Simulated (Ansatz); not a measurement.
# HfO2: the cost of one run

Method: DFT r2SCAN, scalar-relativistic, plane waves, PAW, in Ansatz 0.2.0.

2 further runs of the same task are left out: 2 set aside as unsound or not needed.

## 1. The starting structure

The structure is tetragonal, space group P4_2/mnm (No. 136). The conventional cell has a = 4.838 Å, b = 4.838 Å, c = 3.220 Å, α = 90.00°, β = 90.00°, γ = 90.00°. Hf (site symmetry mmm) has 6 O at 2.09 Å in its first shell of neighbours. O (site symmetry m2m) is surrounded by 3 Hf at 2.09 Å.

Coordinates:

```cif
data_structure
_symmetry_space_group_name_H-M 'P4_2/mnm'
_symmetry_Int_Tables_number 136
_cell_length_a 4.8382
_cell_length_b 4.8382
_cell_length_c 3.2203
_cell_angle_alpha 90.000
_cell_angle_beta 90.000
_cell_angle_gamma 90.000
_cell_volume 75.38
loop_
_atom_site_label
_atom_site_type_symbol
_atom_site_symmetry_multiplicity
_atom_site_Wyckoff_symbol
_atom_site_fract_x
_atom_site_fract_y
_atom_site_fract_z
_atom_site_occupancy
Hf1 Hf 2 a 0.00000 0.00000 0.00000 1
O1 O 4 f 0.19492 0.80508 0.50000 1
```

It goes back to an entry of the Materials Project, which need not be the stable form.

This cell was relaxed beforehand with the same method: volume 12.56 Å³/atom, gap on the mesh 4.53 eV.

The unstrained cell was computed beforehand with the same settings: E(σ→0) = -33752.6216 eV for 6 atoms, gap 4.53 eV over the zone.

## 2. At -2.0 %

input.yaml

```yaml
crystal:
  lattice:
    - [4.7414395631, 0.0, 0.0]
    - [0.0, 4.7414395631, 0.0]
    - [0.0, 0.0, 3.2589920896]
  atoms:
    - { symbol: Hf, position: [0.0, 0.0, 0.0] }
    - { symbol: Hf, position: [0.5, 0.5, 0.5] }
    - { symbol: O, position: [0.194919183, 0.805080817, 0.5] }
    - { symbol: O, position: [0.305080817, 0.305080817, 0.0] }
    - { symbol: O, position: [0.694919183, 0.694919183, 0.0] }
    - { symbol: O, position: [0.805080817, 0.194919183, 0.5] }
basis:
  ecutwfc: 500
kpoints:
  mp_grid: { grid: [6, 6, 8] }
hamiltonian:
  xc: r2scan
scf:
  occupations: { method: gaussian, width: 0.02 }
output:
  forces: true
  stress: true
  eigenvalues: true
relax:
  adjacent_minimum: "off"
  f_tol: 0.008
  max_steps: 40
  cell: { stress_tol: 0.015, fix: [a, b, gamma] }
```

On the command line:

```console
> ansatz run input.yaml --threads 1 --pin off --max-ram 2560MiB --backend cpu --events-out ev --progress --plain --runs-dir out
```

What time and memory should one allow on 1 thread of Intel Xeon at 2.50GHz (Skylake/Cascade Lake), shared host?

About 2.5 min, with a peak of 0.63 GiB.
